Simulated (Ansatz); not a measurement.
## Polymorphs of CsPbCl3

Theory: DFT PBE, scalar-relativistic, plane waves, PAW (Ansatz 0.2.0). All cells share a 420 eV cutoff and Γ-centred k meshes spaced at most 0.3 Å⁻¹ (0.19 for metals, 2π included).

These are static lattice energies at zero pressure. Only the structures computed here compete, so a lower one can exist. Spin–orbit coupling is left out. No run is spin-polarised.

| # | started from | space group | atoms | V (Å³/atom) | ΔE (meV/atom) | gap on mesh (eV) |
| --- | --- | --- | --- | --- | --- | --- |
| 1 | database cell | Amm2 (No. 38) | 10 | 36.8 | 0 | 2.38 |
| 2 | database cell | Pm-3m (No. 221) | 5 | 37.7 | 11 | 2.21 |

The lowest structure: Space group Amm2 (No. 38), orthorhombic, a = 5.801 Å, b = 11.268 Å, c = 11.268 Å. Cs on Wyckoff site b (1 atom of the primitive cell) is coordinated by 4 Cl at 3.62 Å and 4 Cl at 3.97–4.00 Å (next Cl at 4.53 Å); Cs on Wyckoff site b (1 atom of the primitive cell) has 4 Cl at 3.62 Å and 4 Cl at 3.97–4.00 Å (next Cl at 4.50 Å); around Pb lie 6 Cl at 2.89–2.90 Å; Cl on Wyckoff site d (2 atoms of the primitive cell) has 2 Pb at 2.89–2.90 Å; around Cl on Wyckoff site e (2 atoms of the primitive cell) lie 2 Pb at 2.90 Å. Its energy against the elements is -1.575 eV/atom. Energies over the elements count from the lowest elemental structures computed at the same level (Cl₂ as a molecule), with no empirical corrections.

Space group Amm2 (No. 38). a = 5.801 Å, b = 11.268 Å, c = 11.268 Å, α = 90.00°, β = 90.00°, γ = 90.00°
```json
{"atom": "Cs", "site": "2b", "symmetry": "mm2", "x": "0.5000", "y": "0.0000", "z": "0.9937"}
{"atom": "Cs", "site": "2b", "symmetry": "mm2", "x": "0.5000", "y": "0.0000", "z": "0.4911"}
{"atom": "Pb", "site": "4d", "symmetry": "m..", "x": "0.0000", "y": "0.7503", "z": "0.7427"}
{"atom": "Cl", "site": "4d", "symmetry": "m..", "x": "0.0000", "y": "0.1916", "z": "0.4929"}
{"atom": "Cl", "site": "4e", "symmetry": "m..", "x": "0.5000", "y": "0.2504", "z": "0.7424"}
{"atom": "Cl", "site": "2a", "symmetry": "mm2", "x": "0.0000", "y": "0.0000", "z": "0.8020"}
{"atom": "Cl", "site": "2a", "symmetry": "mm2", "x": "0.0000", "y": "0.0000", "z": "0.1852"}
```

The second: Space group Pm-3m (No. 221), cubic, a = 5.735 Å. Cs has 12 Cl at 4.06 Å; Pb is coordinated by 6 Cl at 2.87 Å; Cl has 2 Pb at 2.87 Å.